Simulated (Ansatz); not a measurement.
Runs of Ansatz 0.2.0 on C. The structure is monoclinic, space group C2/m (No. 12). The conventional cell has a = 4.255 Å, b = 2.457 Å, c = 3.765 Å, α = 90.00°, β = 111.49°, γ = 90.00°. C (site symmetry m) has 3 C at 1.42 Å as nearest neighbours. This is a stacking variant of graphite.

| task | level | cell | points for each segment of the path | gap on the mesh (eV) | pressure (GPa) |
| --- | --- | --- | --- | --- | --- |
| band structure | RPBE | as given | 14 | - | 7.7 |
| band structure | BLYP | as given | 14 | - | (a) |
| single point | PBE | strained by -1 % | - | 0.98 | (b) |
| single point | PBE | as given | - | 0.93 | 3.8 |
| band structure | LDA | as given | 14 | - | -4.1 |

Alike in all rows: potentials or basis Ansatz PAW; no spin polarisation; k mesh 13 × 13 × 8; cutoff (eV) 420; smearing fermi-dirac 0.05 eV.

**Question.** Estimate the missing entries.

**Answer.** (a) 6.4; (b) 12.4.

Caveats: this functional lacks dispersion, which binds the layers, so the pressure and a relaxed spacing across them are unreliable (some runs); the PAW data sets come from PBE, with cores solved anew for the run's functional, which leaves a small shift of forces and pressure (some runs); odd divisions of the mesh miss points on the zone boundary, where band edges often lie, so the gap on the mesh can be too wide (some runs).

A k mesh can miss the band edges.
